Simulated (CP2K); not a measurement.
Crystal: Cu2O (Cuprite).

```
CELL_PARAMETERS angstrom
4.26000 0.00000 0.00000
0.00000 4.26000 0.00000
0.00000 0.00000 4.26000
ATOMIC_POSITIONS crystal
Cu 0.75000 0.25000 0.75000
Cu 0.75000 0.75000 0.25000
Cu 0.25000 0.75000 0.75000
Cu 0.25000 0.25000 0.25000
O 0.50000 0.50000 0.50000
O 0.00000 0.00000 0.00000
```

Base run:

```yaml
Program: CP2K 2026.2
Functional: PBE
Potentials_or_basis: POTENTIAL_UZH Cu GTH-PBE-q11, O GTH-PBE-q6; TZV2P-MOLOPT-PBE-GTH basis
Density_cutoff: 9524 eV
k_mesh: 6 × 6 × 6
Occupations: fermi-dirac, width 0.05 eV
Spin: no spin polarisation
```

Its results: band gap on the k mesh 0.47 eV, direct; pressure 5.1 GPa.

Task: The run is repeated on the same cell with these changes: potentials or basis from POTENTIAL_UZH Cu GTH-PBE-q11, O GTH-PBE-q6; TZV2P-MOLOPT-PBE-GTH basis to POTENTIAL_UZH Cu GTH-PBE-q11, O GTH-PBE-q6; ccGRB-D basis; basis sets from Cu TZV2P-MOLOPT-PBE-GTH-q11, O TZV2P-MOLOPT-PBE-GTH-q6 to Cu ccGRB-D-q11, O ccGRB-D-q6. What comes out?

Result: Band gap on the k mesh 0.46 eV, direct; pressure 4.1 GPa.

Caveats: the basis of atomic orbitals isn't converged, which shifts pressures, moduli and gaps.
